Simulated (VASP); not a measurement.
A run of VASP 6.6.1 is set up as follows.

INCAR

```
AGGAC    = 1.0          
AGGAX    = 1.0          
ALDAC    = 0.0          
ALDAX    = 1.0          
ALGO     = Normal         # electronic algorithm
EDIFF    = 1E-6           # SCF threshold, eV
ENCUT    = 520            # plane-wave cutoff, eV
GGA      = B5             # functional
ISIF     = 2              # what is computed and relaxed
ISMEAR   = -1             # smearing method
LASPH    = T              # aspherical terms in the spheres
LCHARG   = T              # write CHGCAR
LELF     = T              # ELF
LREAL    = F              # projectors in reciprocal space
LVHAR    = T            
LWAVE    = F              # write WAVECAR
NBANDS   = 12             # bands
NELM     = 100            # most SCF steps
PREC     = Accurate       # precision mode
SIGMA    = 0.1            # smearing width, eV
```

File KPOINTS:

```
k-points
0
Gamma
  15 15 15
```

Contents of POSCAR:

```
Ag
1.0
   -1.7179451456      1.7179451456      1.7179451456
    1.7179451456     -1.7179451456      1.7179451456
    1.7179451456      1.7179451456     -1.7179451456
Ag
1
Direct
    0.0000000000      0.0000000000      0.0000000000
```

Potentials or basis: VASP PAW PBE potentials, release 64 (Ag).

Command:

```bash
$ cat potpaw_PBE.64/Ag/POTCAR > POTCAR
$ mpirun -np 1 vasp_std > vasp.out
```

(1) Predict the band gap on the k mesh.

(2) Predict the pressure.

Answers

(1) none (metal or under the smearing width).

(2) -2.5 GPa.

Caveat: the PAW data sets were made with another functional, which shifts forces and pressure a little.
